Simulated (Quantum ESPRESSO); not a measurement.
Runs of Quantum ESPRESSO 7.5 on MgS (Niningerite). Symmetry: Fm-3m, No. 225, cubic system. The conventional cell has a = 5.203 Å, b = 5.203 Å, c = 5.203 Å, α = 90.00°, β = 90.00°, γ = 90.00°. S (site symmetry m-3m) has 6 Mg at 2.60 Å as nearest neighbours. Around Mg (site symmetry m-3m) lie 6 S at 2.60 Å. 

```tsv
level	k mesh	symmetry	SCF threshold	form of the LDA correlation	gap on the mesh (eV)	pressure (GPa)
r2SCAN	7 × 7 × 7	off	1e-08 Ry	-	3.74	0.3
HLE16	9 × 9 × 9	-	4e-10 Ry	-	4.00	-6.9
AM05	9 × 9 × 9	-	4e-10 Ry	-	(b)	0.0
LDA	9 × 9 × 9	-	4e-10 Ry	PZ81	(a)	-3.0
vdW-DF-cx	9 × 9 × 9	-	4e-10 Ry	-	3.06	0.3
```

Alike in all rows: task band structure; potentials or basis SG15 PBE 1.2; no spin polarisation; cell as given; cutoff (eV) 952; smearing fermi-dirac 0.05 eV.

Q: Estimate the missing entries.

A: (a) 2.59; (b) 2.87.

Caveats: the potentials were made for another functional, which shifts forces and pressure; the mesh misses the band edges, which the band path finds closer together; the potentials were made for a functional far from this one (some runs).
